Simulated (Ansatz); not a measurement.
**HfO2: energy and pressure over a range of volumes**

An exercise on one series of results from a longer session: the logs are not shown, and one member is left open.

Computed with Ansatz 0.2.0 (DFT PBE, scalar-relativistic, unless a step's input says otherwise).

## The starting structure

It takes space group Fm-3m (No. 225, cubic). Conventional cell: a = 5.115 Å, b = 5.115 Å, c = 5.115 Å, α = 90.00°, β = 90.00°, γ = 90.00°. Hf (site symmetry m-3m) is surrounded by 8 O at 2.21 Å. O (site symmetry -43m) has 4 Hf at 2.21 Å as nearest neighbours.

Coordinates:

```
CELL_PARAMETERS angstrom
0.00000 2.55750 2.55750
2.55750 0.00000 2.55750
2.55750 2.55750 0.00000
ATOMIC_POSITIONS crystal
Hf 0.00000 0.00000 0.00000
O 0.25000 0.25000 0.25000
O 0.75000 0.75000 0.75000
```

Atoms are numbered in the order of the input: Hf1, O2, O3.

The first run:

Input file input.yaml:

```yaml
crystal:
  lattice:
    - [0.0, 2.522934952, 2.522934952]
    - [2.522934952, 0.0, 2.522934952]
    - [2.522934952, 2.522934952, 0.0]
  atoms:
    - { symbol: Hf, position: [0.0, 0.0, 0.0] }
    - { symbol: O, position: [0.25, 0.25, 0.25] }
    - { symbol: O, position: [0.75, 0.75, 0.75] }
kpoints:
  mp_grid: { grid: [9, 9, 9] }
  band_path:
    path:
      - [0.0, 0.0, 0.0]
      - [0.5, 0.0, 0.5]
      - [0.625, 0.25, 0.625]
      - [0.375, 0.375, 0.75]
      - [0.0, 0.0, 0.0]
      - [0.5, 0.5, 0.5]
      - [0.5, 0.25, 0.75]
      - [0.5, 0.0, 0.5]
    npoints: 5
scf:
  occupations: { method: fermi_dirac, width: 0.01 }
hamiltonian:
  xc: pbe
  pseudopotentials: { kind: all_electron, lapw: { basis_error: 0.001 } }
output:
  forces: true
  stress: true
  eigenvalues: true
```

Launch:

```console
$ ansatz run input.yaml --threads 1 --pin off --max-ram 4096MiB --backend cpu --events-out ev --progress --plain --runs-dir out
```

Steps of the session up to this table: Volume × 0.96, LAPW; Volume × 0.96, PAW; Volume × 0.96, crystal datasets; Volume × 0.99, LAPW; Volume × 0.99, PAW; Volume × 0.99, crystal datasets; Volume × 1.02, LAPW; Volume × 1.02, PAW; Volume × 1.02, crystal datasets; Volume × 1.06, LAPW; Volume × 1.06, PAW; Volume × 1.06, crystal datasets.

One table of the session follows, with a row left open; its other results are not shown here.

It belongs to the step «The equation of state». 

```
          method  volume (Å³/atom)  gap on the k mesh (eV)
            LAPW            10.706                    3.93
            LAPW            11.041                    3.85
            LAPW            11.375                    3.77
            LAPW            11.821                    3.66
             PAW            10.706                    3.94
             PAW            11.041                    3.85
             PAW            11.375                       ?
             PAW            11.821                    3.67
crystal datasets            10.706                    3.93
crystal datasets            11.041                    3.85
crystal datasets            11.375                    3.77
crystal datasets            11.821                    3.66
```

Q: Estimate the row for PAW, 11.375 from the others.

The run gave: gap on the k mesh (eV): 3.78. In the column «gap on the k mesh (eV)» it lies between crystal datasets, 11.375 (3.77) and LAPW, 11.041 (3.85).

Caveats from the session: Warnings in the runs' records: gradients without spin orbit, crystal datasets made.
